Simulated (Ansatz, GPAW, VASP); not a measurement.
One calculation of GaAs, 3 ways

```xyz
2
Lattice="0.0000 2.8268 2.8268 2.8268 0.0000 2.8268 2.8268 2.8268 0.0000" Properties=species:S:1:pos:R:3 pbc="T T T"
As    4.2403    4.2403    4.2403
Ga    0.0000    0.0000    0.0000
```

Alike in all runs: task single point; functional PBE; k mesh 8 × 8 × 8; occupations gaussian, width 0.029 eV; no spin polarisation; no spin-orbit coupling. Pressure is positive in compression and, in plane waves, holds the error of the finite cutoff.

```json
{"program and potentials": "VASP, PBE PAW files As, Ga_d, 520 eV", "plane-wave cutoff (eV)": "520", "notes": "9 valence electrons an atom on average", "band gap (eV)": "0.52", "pressure (GPa)": "3.46"}
{"program and potentials": "Ansatz, all-electron LAPW, scalar-relativistic", "plane-wave cutoff (eV)": "-", "notes": "-", "band gap (eV)": "0.52", "pressure (GPa)": "3.27"}
{"program and potentials": "GPAW, GPAW PAW data sets (gpaw-data 1.2.1)", "plane-wave cutoff (eV)": "600", "notes": "4 valence electrons an atom on average", "band gap (eV)": "0.59", "pressure (GPa)": "4.33"}
```

The band gap spans 0.52 (VASP, PBE PAW files As, Ga_d, 520 eV) to 0.59 eV (GPAW, GPAW PAW data sets (gpaw-data 1.2.1)), with all-electron results at 0.52. The pressure spans 3.27 (Ansatz, all-electron LAPW, scalar-relativistic) to 4.33 GPa (GPAW, GPAW PAW data sets (gpaw-data 1.2.1)), with all-electron results at 3.27. Spin-orbit coupling, left out here, moves the band edges of heavy atoms.

The functional is the same throughout but for its coding, so the spread measures potentials, basis and numerics; runs on potential files found faulty are left out.

The plane-wave calculation with Ga 3d in the valence reproduces the all-electron gap of 0.52 eV and comes close to its pressure, while the set with four valence electrons per atom gives a wider gap and a higher pressure. That count leaves Ga 3d in the core. Valence 3d states repel the As 4p states at the valence-band top and push them upwards, so freezing them probably accounts for part of the wider gap, though other differences between the data sets may contribute.

All three gaps lie far below experiment, as expected of Kohn-Sham gaps from a semilocal functional, which lacks the derivative discontinuity. The positive pressures show that the cell is smaller than PBE prefers, in line with this functional's known underbinding of GaAs. Because the conduction-band minimum at Γ is an antibonding, s-like state that falls as the bonds lengthen, relaxing the volume would narrow the gap further. Agreement between the codes therefore supports the numerical PBE result, not its accuracy for the real material.
